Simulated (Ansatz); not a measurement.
# CoO (Amm2) in Ansatz: a series of runs

One crystal, CoO, is run at these levels: PBE; tasks: relaxation of the atoms.

Everything below comes from runs of Ansatz 0.2.0. Logs are shortened: lines on timing, memory, paths and dates and some standing lists are left out, and cuts for length are marked.

### Step 1. The cell of the first run

The structure is orthorhombic, space group Amm2 (No. 38). Conventional cell: a = 2.722 Å, b = 2.715 Å, c = 4.899 Å, α = 90.00°, β = 90.00°, γ = 90.00°. Co (site symmetry mm2) is surrounded by 6 O at 2.09 to 2.13 Å. Around O (site symmetry mm2) lie 6 Co at 2.09 to 2.13 Å.

The cell was built by a generator and needn't be a form met in nature.

### Step 2. Relaxation of the atoms, PBE, collinear spin, ferromagnetic start (strained by -4 %)

Input file input.yaml:

```yaml
crystal:
  lattice:
    - [2.715312, 0.0, 0.0]
    - [-1.3576608, 2.44951, 0.0]
    - [0.0, 0.0, 2.72172]
  atoms:
    - { symbol: Co, position: [0.0, 0.0, 0.5], spin: 2.0 }
    - { symbol: O, position: [0.66667, 0.33333, 0.0] }
hamiltonian:
  xc: pbe
  pseudopotentials: { kind: paw }
magnetization:
  spin_polarized: true
kpoints:
  mp_grid: { grid: [8, 8, 7] }
scf:
  occupations: { method: fermi_dirac, width: 0.05 }
output:
  forces: true
  stress: true
  eigenvalues: true
  write_density: true
  write_potential: true
  elf: true
  volumetric_format: npy
relax:
  f_tol: 0.01
  max_steps: 40
```

Potentials or basis: Ansatz PAW.

On the command line:

```bash
ansatz run input.yaml --threads 2 --pin off --max-ram 5632MiB --backend cpu --events-out ev --progress --plain --runs-dir out
```

Log:

```text
Warning: the atoms were moved onto the symmetric positions of the space group found under crystal.symmetry.tolerance 1.0e-5 (fractional; no operation is sought that the atoms, as they stand in a round, miss by more than twice it, and no atom is moved by as much as it), and the run uses the moved positions. Before a round's move an operation carried an atom to 1.36e-5 Å from where it should land, the largest such distance. Atom 1 (counting from 0) moved farthest, by 1.36e-5 Å; the longest move in fractions of the cell, of whichever atom, is 0.49 of the tolerance, in 1 round. To run the atoms as typed, lower crystal.symmetry.tolerance until the operations that they miss are no longer found, or set crystal.symmetry.detect: false (a key that needs symmetry detection or time reversal refuses this as the deck is read). The positions used, in the order of the run's atom list: position: [8.326672684688674e-17, 0.0, 0.5]; position: [0.6666650000000001, 0.33333, 0.0]; The lattice was moved too: crystal.lattice misses the space group found at crystal.symmetry.tolerance 1.0e-5 in a digit that the deck types, which is why this is a warning: making the lattice exact moves one of its numbers by a whole unit of that number's last typed decimal, or more. The operation that it misses by the most changes a squared length by the fraction 3.92e-6. The run uses the lattice that is a stretch of the typed one, with no rotation, onto the one that keeps every operation to a double's rounding (on a very oblique basis the stretch itself rounds by more); the deck's lattice vector that moved farthest moved by 2.74e-6 Å. To run the lattice as typed, set crystal.symmetry.tolerance under 3.91e-6, the least fraction by which an operation that the lattice misses changes a squared length (the same key also sets how far an atom may lie from its image, so lowering it can lose operations that the atoms keep only within it), or set crystal.symmetry.detect: false, as for the atoms. crystal.lattice made exact, in Å and degrees: [[2.7153119999986965, 2.6604295552635167e-6, 0.0], [-1.3576583999993483, 2.4495086697887496, 0.0], [0.0, 0.0, 2.72172]]. Pasted over the deck's crystal.lattice, beside positions in fractional coordinates, it runs the same cell (given as lengths and angles, that cell in the form's own orientation, a rigid turn of the misfit's size from the one run here, for which a checkpoint.post_process_only pass over this run's state can be refused: where this run relaxes nothing, give such a pass this deck's own crystal.lattice, as typed; behind a relaxation, as crystal.lattice, the state's own cell, identity.cell in its checkpoint.json), and a matrix so pasted ends this notice, except on a very skew basis of the lattice, where the rounding of the pasted numbers themselves can read as a misfit: the cell is then moved again, and that move is told again. The lattice as run is in this notice's lattice.as_run_ang field (Run.prep()["deck_notices"] in Python, the deck_notice line of an events file, deck_notices of ansatz run --dry-run=json, or deck_notices in record.json in the deck's checkpoint.write directory).
Warning: output.stress: scf.convergence.dr2_threshold = 1e-7 eV (the SCF's general default) is looser than the 2e-10 eV advised for a printed stress (1e-10 eV for each atom of the cell: 2). What an SCF threshold leaves in a stress goes as its square root, and in the free energy as the threshold itself, and one threshold admits the most on a small cell: of the crystals measured, under no hybrid functional and no lock of the moments, on runs that ended without the residual-converged pass, on stresses that held no estimate of that error, the worst erred by over 100 MPa in a component at 1e-7 eV an atom and by under 5 at 1e-10. Every solve of this run answers to scf.convergence.dr2_threshold, and the tensor of one is reported: a single SCF on the reported geometry and on this run's grids (its basis.xc_grid and basis.ecutrho_ratio typed), with scf.convergence.dr2_threshold at 2e-10 eV or tighter, prints it and tightens no other solve. Else set scf.convergence.dr2_threshold to 2e-10 eV or tighter. The threshold is an SCF's pass mark: one that does not reach it within its budget of iterations ends unconverged, or closes short of it on a stop that the run arms, and scf.convergence.dr2_threshold's page says what that costs each kind of run
Warning: RAYON_NUM_THREADS=2 ignored (pool sized by the plan → 2); use --threads N
Engine: ansatz 0.2.0, aarch64-unknown-linux-gnu
Pseudopotentials: kind: paw
Pseudopotential: Co, paw, valence charge 17, recommended cutoff 420 eV (normal), Co.paw.azcp
Pseudopotential: O, paw, valence charge 6, recommended cutoff 420 eV (normal), O.paw.azcp
Functional definition: PBE
  parameter kappa = 0.804
  parameter beta = 0.06672455060314922
  exchange = pbe_x(kappa = kappa, mu = beta*pi^2/3)
  correlation = pbe_c(beta = beta)
Crystal: 2 atoms, lattice volume = 18.103 Å³
Basis set: ecut = 420 eV, 353 PW (Γ), exchange–correlation on 40×40×40 points (8 copies of the dense FFT grid, shifted against one another)
Bands: 17, of which v1, the nominal top of the filled ones, is band 12 counted from 1 (11 counted from 0)
Symmetry: 4 space group operations
Space group: Amm2 (ITA 38), of the structure as read, at distance tolerance 2.6e-5 Å
Magnetic group: BNS 38.187 (UNI 285), of the structure as read, at distance tolerance 2.6e-5 Å
k-points: 84 of 448 (time reversal used)
Non-local potential: Co, projectors of the file, l = 0: 3, l = 1: 2, l = 2: 3, l = 3: 1
Non-local potential: O, projectors of the file, l = 0: 2, l = 1: 2, l = 2: 1
PAW form: soft (Blöchl's): semilocal exchange-correlation on the pseudo side does not see the compensation charge
[... 63 lines left out ...]
  E_band       = -283.763119
  E_kinetic    = 619.872638
  E_local      = -3352.874699  (includes V_loc(G=0)·N_el)
  E_nonlocal   = 511.947868
  E_hartree    = 1379.599399
  E_xc         = -229.629731
  E_vxc        = -295.211108  (∫ρ·V_xc dr)
  E_paw        = -1675.621780  (= ΣΔE_a)
  E_vpaw       = -526.698672  (= ΣTr[D̂ρ^β])
  E_aug_tail   = 0.002413  (compensation charges beyond the density's cutoff)
  E_ewald      = -2945.242088
  E_smearing   = -0.025514  (= −TS)
  E_closure    = 0.000000  (closes the sum)
  Σ components = -5691.971494   (vs F -5691.971494, Δ=0.00e0)
--- Forces (eV/Å), atoms counted from 1 ---
  atom   1  Co     0.00000001    -0.00622623     0.00000000
  atom   2  O     -0.00000001     0.00622464     0.00000000
  max |Σ_I F_I| component: 1.59e-6 eV/Å
--- Stress (GPa, compression-positive) ---
       11.558705       0.000006       0.000000
        0.000006       5.368318       0.000000
        0.000000       0.000000       6.457756
  P = ⅓ Tr σ = 7.7949 GPa (77.949 kbar)
--- Band table (eV; the first three rows and the last of 168) ---
  k-point 0 ↑: bands = ["-82.0824", "-45.5329", "-45.2107", "-45.2085", "-5.7621", "9.8930", "10.1971", "10.5645", "11.1204", "12.2193", "12.2438", "14.0302", "14.2228", "16.0068", "29.7002", "31.4843", "32.3413"]
  k-point 1 ↑: bands = ["-82.0814", "-45.5453", "-45.2097", "-45.2074", "-5.5808", "9.2454", "9.9938", "10.2791", "11.6196", "12.0191", "12.0932", "14.0773", "14.2336", "16.9952", "28.7561", "31.9031", "32.8462"]
  k-point 2 ↑: bands = ["-82.0791", "-45.5729", "-45.2074", "-45.2051", "-5.1352", "7.3592", "10.1897", "10.4262", "11.7142", "11.8924", "12.2476", "14.0462", "14.1513", "18.8839", "26.2776", "33.2942", "34.3197"]
  k-point 83 ↓: bands = ["-78.9960", "-42.4024", "-42.3783", "-42.3233", "-3.1172", "8.4647", "8.8886", "10.3336", "13.7164", "15.3658", "15.5441", "15.9132", "17.3606", "21.9050", "25.6659", "28.0484", "29.8640"]
--- Relaxed structure (4 steps of the walk, 4 accepted, 0 SCFs on fresh bases) ---
  F+E_penalty+E_count = -5691.97149372 eV   max|allowed force component| = 6.225e-3 eV/Å
  atoms:
    - { symbol: Co, position: [-0.0012575290957039847, -0.002515058191408136, 0.5] }
    - { symbol: O, position: [0.667922529095704, 0.33584505819140814, 0.0] }
```

v_z.tsv:

```text
# z_ang	v_es[eV]	v_tot_up[eV]	v_tot_dn[eV]
# format = ansatz-planar-average/11
# xc	pbe
# density_cutoff_ev	1680
# datasets	Co=:simpson_from_first_knot:soft	O=:simpson_from_first_knot:soft
# lattice	2.715312000	0.000002660	0.000000000
# lattice	-1.357658400	2.449508670	0.000000000
# lattice	0.000000000	0.000000000	2.721720000
# sites	2
# site	27	0.000000006	-0.006160660	1.360860000
# site	8	1.357655194	0.822657159	0.000000000
0.000000	7.847170e0	-5.132646e0	-4.998963e0
0.136086	8.202942e0	-4.671430e0	-4.540654e0
0.272172	9.134319e0	-3.428384e0	-3.277932e0
0.408258	1.010902e1	-2.069882e0	-1.874646e0
0.544344	1.047861e1	-1.426459e0	-1.125596e0
0.680430	9.434984e0	-2.467164e0	-2.004599e0
[... 12 lines left out ...]
2.449548	9.134319e0	-3.428384e0	-3.277932e0
2.585634	8.202942e0	-4.671430e0	-4.540654e0
```

It took 14 s on 2 threads of Arm Neoverse V2, shared host; peak memory 0.34 GiB.

Results:

```
Free energy                  : -5691.9715 eV
Energy gained by relaxing    : 0.2 meV/atom
Ionic steps                  : 4
Pressure after relaxing      : 7.8 GPa
Largest force after relaxing : 0.006 eV/Å
Band gap on the k mesh       : none (metal or under the smearing width)
Net moment                   : 3.00 μB per cell
Absolute moment              : 3.05 μB per cell
Site moments                 : Co +2.49; O +0.43 μB
```

Forces on the atoms (eV/Å):
```
Co   0.000 -0.006  0.000
O    0.000  0.006  0.000
```

Step by step:
```csv
step,energy change (eV),largest force (eV/Å)
1,0.0000,0.0507
2,-0.0001,0.0437
3,-0.0003,0.0062
4,-0.0003,0.0062
```

Final structure:
```xyz
2
Lattice="2.7153 0.0000 0.0000 -1.3577 2.4495 0.0000 0.0000 0.0000 2.7217" Properties=species:S:1:pos:R:3 pbc="T T T"
Co    0.0000   -0.0062    1.3609
O     1.3577    0.8227    0.0000
```

Caveat: the pressure holds a Pulay correction of +0.8 GPa for the finite cutoff; a cell with one magnetic atom can't hold antiferromagnetic order, which such compounds often take; semilocal functionals often make such compounds metallic where correlation or magnetic order opens a gap, which also shifts bond lengths; the thresholds are loose for stress.

### Step 3. Relaxation of the atoms, PBE, collinear spin, ferromagnetic start (strained by -2 %)

Edit input.yaml of step 2 so:

```diff
@@ -2,4 +2,4 @@
   lattice:
-    - [2.715312, 0.0, 0.0]
-    - [-1.3576608, 2.44951, 0.0]
+    - [2.771881, 0.0, 0.0]
+    - [-1.3859454, 2.44951, 0.0]
     - [0.0, 0.0, 2.72172]
@@ -21,6 +21,2 @@
   eigenvalues: true
-  write_density: true
-  write_potential: true
-  elf: true
-  volumetric_format: npy
 relax:
```

Potentials or basis: Ansatz PAW.

On the command line:

```bash
ansatz run input.yaml --threads 2 --pin off --max-ram 5632MiB --backend cpu --events-out ev --progress --plain --runs-dir out
```

Log:

```text
[... 111 lines left out ...]
```

Wall time 12 s (2 threads of Arm Neoverse V2, shared host); peak memory 0.33 GiB.

Results:

* Free energy: -5691.9912 eV
* Energy gained by relaxing: 0.0 meV/atom
* Ionic steps: 3
* Pressure after relaxing: 3.7 GPa
* Largest force after relaxing: 0.005 eV/Å
* Band gap on the k mesh: none (metal or under the smearing width)
* Net moment: 3.00 μB per cell
* Absolute moment: 3.05 μB per cell
* Site moments: Co +2.50; O +0.43 μB

Forces in eV/Å, atoms in the order of the input:
```
Co   0.000 -0.005  0.000
O    0.000  0.005  0.000
```

Stress tensor (GPa, compression positive):
```
5.39 0.00 0.00
0.00 2.66 0.00
0.00 0.00 2.97
```

Final structure:
```
Co O
1.0
     2.77188    0.00000    0.00000
    -1.38594    2.44951    0.00000
     0.00000    0.00000    2.72172
Co O
1 1
Direct
  0.99966 0.99932 0.50000
  0.66700 0.33401 0.00000
```

Caveat: the pressure holds a Pulay correction of +0.8 GPa for the finite cutoff; a cell with one magnetic atom can't hold antiferromagnetic order, which such compounds often take; semilocal functionals often make such compounds metallic where correlation or magnetic order opens a gap, which also shifts bond lengths; the thresholds are loose for stress.

### Step 4. Relaxation of the atoms, PBE, collinear spin, ferromagnetic start (strained by -1 %)

Edit input.yaml of step 3 so:

```diff
@@ -2,4 +2,4 @@
   lattice:
-    - [2.771881, 0.0, 0.0]
-    - [-1.3859454, 2.44951, 0.0]
+    - [2.8001655, 0.0, 0.0]
+    - [-1.4000877, 2.44951, 0.0]
     - [0.0, 0.0, 2.72172]
```

On the command line:

```bash
ansatz run input.yaml --threads 2 --pin off --max-ram 5632MiB --backend cpu --events-out ev --progress --plain --runs-dir out
```

Wall time 8.6 s (2 threads of Arm Neoverse V2, shared host); peak memory 0.33 GiB.

The run converged. Its results:

```yaml
Free_energy: -5691.9959 eV
Energy_gained_by_relaxing: 0.0 meV/atom
Ionic_steps: 2
Pressure_after_relaxing: 1.8 GPa
Largest_force_after_relaxing: 0.006 eV/Å
Band_gap_on_the_k_mesh: none (metal or under the smearing width)
Net_moment: 3.00 μB per cell
Absolute_moment: 3.05 μB per cell
Site_moments: Co +2.50; O +0.42 μB
```

Forces on the atoms (eV/Å):
```
Co   0.000 -0.006  0.000
O    0.000  0.006  0.000
```

Stress tensor (GPa, compression positive):
```
2.63 0.00 0.00
0.00 1.36 0.00
0.00 0.00 1.35
```

Final structure:
```
Co O
1.0
     2.80017    0.00000    0.00000
    -1.40009    2.44951    0.00000
     0.00000    0.00000    2.72172
Co O
1 1
Cartesian
  0.0000 0.0000 1.3609
  1.4001 0.8165 0.0000
```

Levels at points of the mesh, in eV from the Fermi level:
Spin up:
```
            k point  band 11  band 12  band 13  band 14  band 15  band 16
 (0.00, 0.00, 0.00)    -2.95    -1.07    -1.03     0.66    14.57    16.03
(0.00, -0.50, 0.00)    -2.10    -2.07    -0.66     5.54     8.62    14.84
(-0.50, 0.00, 0.00)    -2.10    -2.09    -0.66     5.50     8.73    14.78
```
Spin down:
| k point | band 6 | band 7 | band 8 | band 9 | band 10 | band 11 | band 12 | band 13 | band 14 | band 15 |
| --- | --- | --- | --- | --- | --- | --- | --- | --- | --- | --- |
| (0.00, 0.00, 0.00) | -3.80 | -3.74 | -3.14 | -2.74 | 0.27 | 0.28 | 0.79 | 0.81 | 1.27 | 15.01 |
| (0.00, -0.50, 0.00) | -7.71 | -4.00 | -3.37 | -2.34 | 0.09 | 0.17 | 0.35 | 1.69 | 5.97 | 9.52 |
| (-0.50, 0.00, 0.00) | -7.68 | -3.99 | -3.45 | -2.33 | 0.08 | 0.15 | 0.38 | 1.69 | 5.93 | 9.62 |

Caveat: the pressure holds a Pulay correction of +0.7 GPa for the finite cutoff; a cell with one magnetic atom can't hold antiferromagnetic order, which such compounds often take; semilocal functionals often make such compounds metallic where correlation or magnetic order opens a gap, which also shifts bond lengths; the thresholds are loose for stress.

### Step 5. The runs side by side

| cell | gap on the mesh (eV) | pressure (GPa) | moment (μB) | largest force (eV/Å) |
| --- | --- | --- | --- | --- |
| atoms relaxed from: strained by -4 % | none | 7.8 | 3.00 | 0.01 |
| atoms relaxed from: strained by -2 % | none | 3.7 | 3.00 | 0.01 |
| atoms relaxed from: strained by -1 % | none | 1.8 | 3.00 | 0.01 |

Alike in all rows: task relaxation of the atoms; level PBE; potentials or basis Ansatz PAW; spin collinear, ferromagnetic start; k mesh 8 × 8 × 7; cutoff (eV) 420; smearing fermi-dirac 0.05 eV.

Caveats: a cell with one magnetic atom can't hold antiferromagnetic order, which such compounds often take; semilocal functionals often make such compounds metallic where correlation or magnetic order opens a gap, which also shifts bond lengths; the thresholds are loose for stress.

Absolute energies hang on the potentials; compare differences alone.
